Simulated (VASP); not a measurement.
## Pb: equation of state with LDA

Crystal: Pb.

```xyz
1
Lattice="-1.9396 1.9396 1.9396 1.9396 -1.9396 1.9396 1.9396 1.9396 -1.9396" Properties=species:S:1:pos:R:3 pbc="T T T"
Pb    0.0000    0.0000    0.0000
```

This isn't the form of Pb at room conditions, which is fcc.

- Program: VASP 6.6.1
- Task: equation of state
- Functional: LDA
- Potentials or basis: VASP PAW LDA potentials, release 64 (Pb_d)
- Cutoff: 520 eV
- k mesh: 8 × 8 × 8
- Occupations: fermi-dirac, width 0.05 eV
- Spin: no spin polarisation
- Ladder: gaps
- Further INCAR settings: ALGO = Normal; EDIFF = 1e-06

| Property | Result |
| --- | --- |
| Equilibrium volume | 29.19 Å³/atom |
| Bulk modulus | 53 GPa |
| Pressure derivative of the bulk modulus | 4.8 (rough: it moves with the points fitted) |

Energy against volume, from the lowest point:
```tsv
volume (Å³/atom)	energy (meV/atom)
28.022	8.45
28.606	2.03
29.189	0.00
29.773	1.85
30.357	7.17
```

All runs of the series together: 31 s on 1 thread of Intel(R) Xeon(R) Platinum 8375C CPU @ 2.90GHz (Ice Lake) (shared host).

Spin-orbit coupling is left out, which matters for the levels of Pb.
